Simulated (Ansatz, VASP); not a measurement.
Ti: VASP beside Ansatz

The input INCAR:

```
PREC     = Accurate       # precision mode
ENCUT    = 520            # plane-wave cutoff, eV
EDIFF    = 1E-6           # SCF threshold, eV
ISMEAR   = 1              # smearing method
SIGMA    = 0.025          # smearing width, eV
LREAL    = F              # projectors in reciprocal space
LASPH    = T              # aspherical terms in the spheres
NELM     = 100            # most SCF steps
ALGO     = Normal         # electronic algorithm
ISIF     = 2              # what is computed and relaxed
LWAVE    = F              # write WAVECAR
LCHARG   = F              # write CHGCAR
GGA      = PS             # functional
NBANDS   = 12             # bands
```

The input KPOINTS:

```
Automatic mesh
0
Gamma
  13 13 13
```

POSCAR

```
Ti
1.0
   -1.6410000000      1.6410000000      1.6410000000
    1.6410000000     -1.6410000000      1.6410000000
    1.6410000000      1.6410000000     -1.6410000000
Ti
1
Direct
    0.0000000000      0.0000000000      0.0000000000
```

Input for Ansatz:

```yaml
crystal:
  lattice:
    - [-1.641, 1.641, 1.641]
    - [1.641, -1.641, 1.641]
    - [1.641, 1.641, -1.641]
  atoms:
    - { symbol: Ti, position: [0.0, 0.0, 0.0] }
kpoints:
  mp_grid:
    grid: [13, 13, 13]
    shift: [0.0, 0.0, 0.0]
hamiltonian:
  xc: pbesol
scf:
  occupations:
    method: cold
    width: 0.025
output:
  stress: true
```

This isn't the form of Ti at room conditions, which is hcp.

Alike in both runs: task single point; functional PBEsol; k mesh 13 × 13 × 13; no spin polarisation.

|  | VASP | Ansatz |
| --- | --- | --- |
| version | VASP 6.6.1 | Ansatz 0.2.0 |
| potentials or method | VASP PAW PBE potentials, release 64 (Ti_sv) | plane waves, PAW |
| plane-wave cutoff (eV) | 520 | 420 |
| occupations | methfessel-paxton of order 1, width 0.025 eV | cold, width 0.025 eV |
| valence electrons in the cell | 12 | 12 |

|  | VASP | Ansatz | Ansatz less VASP |
| --- | --- | --- | --- |
| pressure (GPa) | -7.0 | -6.8 | +0.20 |

Caveats: the PAW data sets were made with another functional, which shifts forces and pressure a little (VASP).
